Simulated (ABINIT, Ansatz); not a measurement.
This is a calculation of CoO for Ansatz 0.2.0. 

input.yaml

```yaml
crystal:
  lattice:
    - [-1.50800044, 1.50800044, 2.10725036]
    - [1.50800044, -1.50800044, 2.10725036]
    - [1.50800044, 1.50800044, -2.10725036]
  atoms:
    - { symbol: Co, position: [0.0, 0.0, 0.0], spin: 2.0 }
    - { symbol: O, position: [0.5, 0.5, 0.0] }
hamiltonian:
  xc: pbe
  pseudopotentials: { kind: paw }
magnetization:
  spin_polarized: true
kpoints:
  mp_grid: { grid: [12, 12, 12] }
scf:
  occupations: { method: fermi_dirac, width: 0.05 }
output:
  forces: true
  stress: true
  eigenvalues: true
  write_density: true
  write_potential: true
  elf: true
  volumetric_format: npy
```

Potentials or basis: Ansatz PAW.

Launch:

```sh
$ ansatz run input.yaml --threads 1 --pin off --max-ram 3584MiB --backend cpu --events-out ev --progress --plain --runs-dir out
```

Question: What does the same run look like in ABINIT 10.8.3 (patched build)? Potentials or basis there: JTH PAW PBE v2.0, cutoff 707 eV.

Answer: As run (cutoffs and basis follow the program's own potentials, and thresholds, step limits or extra output files can differ):

The input run.abi:

```
# Pseudopotentials
pp_dirpath "./"
pseudos "Co.GGA_PBE-JTH.xml, O.GGA_PBE-JTH.xml"

# Structure
structure "poscar:POSCAR"
natom 2

# Plane-wave basis
ecut 26.0
pawecutdg 48.0
pawxcdev 0

# k points
kptopt 1
ngkpt 12 12 12
nshiftk 1
shiftk 0.0 0.0 0.0

# Exchange and correlation
ixc 11

# Bands and occupations
nband 16
occopt 3
tsmear 0.05 eV

# Spin
nsppol 2
spinat
     0.0000000000     0.0000000000     3.0000000000
     0.0000000000     0.0000000000     0.0000000000

# SCF cycle
nstep 100
tolvrs 1.0e-9

# Output
iomode 3
prtwf 0
prtden 0
prteig 0
prtebands 0
```

POSCAR

```
CoO
1.0
   -1.5080004400      1.5080004400      2.1072503600
    1.5080004400     -1.5080004400      2.1072503600
    1.5080004400      1.5080004400     -2.1072503600
Co O
1 1
Direct
    0.0000000000      0.0000000000      0.0000000000  Co
    0.5000000000      0.5000000000      0.0000000000  O
```

Potentials or basis: JTH PAW PBE v2.0.

The run is started by

```bash
$ abinit run.abi > log 2>&1
```

Both were run:

|  | Ansatz | ABINIT |
| --- | --- | --- |
| Pressure | 0.0 GPa | -0.4 GPa |
| Net moment | 2.92 μB per cell | 2.91 μB per cell |

Ansatz's pressure holds a Pulay term of +0.75 GPa for its cutoff of 420 eV, which the other run lacks.

Where Ansatz's input types no cutoff or centring, it takes its own default and a Γ-centred mesh.

The magnetic state is the one that the start led to; the real crystal's order can differ.

Pressure is positive in compression.
